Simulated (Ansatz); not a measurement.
CdTe (zincblende) was put through Ansatz (plane waves). Cell and atoms come from a relaxation with r2SCAN.

The cell given to it:
```
CELL_PARAMETERS angstrom
0.00000 3.27996 3.27996
3.27996 0.00000 3.27996
3.27996 3.27996 0.00000
ATOMIC_POSITIONS crystal
Cd 0.00000 0.00000 0.00000
Te 0.25000 0.25000 0.25000
```

The output, standing remarks left out:
```
Crystal: 2 atoms, lattice volume = 70.572 Å³
Basis set: ecut = 420 eV, 1411 PW (Γ)
Bands: 22, of which v1, the nominal top of the filled ones, is band 18 counted from 1 (17 counted from 0)
Symmetry: 24 space group operations
Space group: F-43m (ITA 216)
k-points: 8 of 64 (time reversal used)
preconditioner: auto → none  [insulator: Δε(μ)=0.640 eV  ℏωp=18.8 eV]
Free energy (F): -15235.274316 eV
Fermi energy:    6.982747 eV
--- Per-component energies (eV) ---
  E_band       = -803.924582
  E_kinetic    = 685.214268
  E_local      = -5499.079073
  E_nonlocal   = -276.639346
  E_hartree    = 2766.468666
  E_xc         = -300.772404
  E_vxc        = -325.424349
  E_paw        = -8746.096710
  E_vpaw       = -920.935996
  E_ewald      = -3864.369554
--- Band table (eV; the first three rows and the last of 8) ---
  k-point 0: bands = […, -1.2081, -0.9753, -0.9753, 6.9827, 6.9827, 6.9827, 7.6330, 11.6040, 11.6040, 11.6040]
  k-point 1: bands = […, -1.0191, -0.9755, -0.9755, 4.3480, 6.5841, 6.5841, 8.9000, 12.1333, 12.1333, 12.2736]
  k-point 2: bands = […, -0.9671, -0.9671, -0.6474, 2.7570, 6.2592, 6.2592, 8.7562, 12.1858, 12.1858, 14.0082]
  k-point 7: bands = […, -1.0007, -0.9743, -0.4479, 2.9619, 4.8005, 4.9340, 11.1014, 11.6712, 12.4906, 13.3079]
--- G₀W₀: contour deformation, 8 samples at zero and on the imaginary axis and 2 off it, 64 q-points, 750 empty bands' worth ---
    ik  band        ε_KS         Σx   Σc(E_QP)       V_xc       Z   E_QP_lin       E_QP  E_QP is
     0    17      6.9827   -17.6562     1.4047   -15.6264  0.7267     6.2989     6.3577  root
     0    18      6.9827   -17.6562     1.4047   -15.6264  0.7267     6.2989     6.3577  root
     0    19      7.6330    -9.3169    -3.9630   -13.1922  0.7498     7.5458     7.5454  root
     0    20     11.6040    -6.4528    -4.2485   -10.6693  0.7307    11.5721    11.5721  root
     1    17      6.5841   -17.0711     1.5132   -14.9215  0.7235     5.8782     5.9476  root
     1    18      6.5841   -17.0711     1.5132   -14.9215  0.7235     5.8782     5.9476  root
     1    19      8.9000    -8.7146    -3.9904   -12.6353  0.7435     8.8305     8.8302  root
     1    20     12.1333    -6.5651    -4.3845   -10.9216  0.7258    12.1054    12.1053  root
     2    17      6.2592   -16.7056     1.6009   -14.4227  0.7198     5.5324     5.5771  root ?
     2    18      6.2592   -16.7056     1.6009   -14.4227  0.7198     5.5324     5.5771  root ?
     2    19      8.7562    -8.2674    -3.9561   -12.1553  0.7465     8.6882     8.6879  root
     2    20     12.1858    -6.3283    -4.3023   -10.5775  0.7256    12.1328    12.1326  root
     3    17      5.9705   -16.2672     1.6648   -13.9167  0.7167     5.2390     5.2848  root ?
     3    18      5.9705   -16.2672     1.6648   -13.9167  0.7167     5.2390     5.2848  root ?
     3    19      9.8550    -9.2534    -4.1291   -13.3614  0.7340     9.8339     9.8338  root
     3    20     10.3351    -5.9936    -3.9117    -9.7191  0.7479    10.1508    10.1490  root
     6    17      5.2382   -15.5256     1.9449   -12.8673  0.7048     4.4738     4.5249  root
     6    18      5.2382   -15.5256     1.9449   -12.8673  0.7048     4.4738     4.5249  root
     6    19      9.6539    -8.0576    -3.9095   -11.8917  0.7420     9.5789     9.5786  root
     6    20      9.6628    -5.6948    -3.6704    -9.1403  0.7543     9.4403     9.4378  root
```

The points are ik 0 = (0, 0, 0) (Γ), ik 1 = (0, 0, 1/4), ik 2 = (0, 0, -1/2), ik 3 = (0, 1/4, 1/4), ik 6 = (0, -1/2, -1/2); band 18 is the last filled one.

Q: Reconstruct the input.

A:
```yaml
crystal:
  # lattice and atoms as above
kpoints:
  mp_grid: { grid: [4, 4, 4] }
hamiltonian:
  xc: pbe
scf:
  occupations: { method: fixed }
gw:
  n_empty_bands: 750
  ecut_chi: 260
  qp_bands: [v2, c2]
  qp_kpoints: band_edges
  screening: { model: contour_deformation }
```
The quasiparticle table needs the gw block. The lines shown narrow the functional down without fixing it; this is the one that was run. Not every key shows in the log; this is the file that was used.

Calculated for a static, non-magnetic cell.

No spin-orbit coupling is included; it can move band edges with weight on the heavy atoms by tenths of an eV.

For so narrow a gap this mesh doesn't settle the screening, and the bands and cutoff are finite.
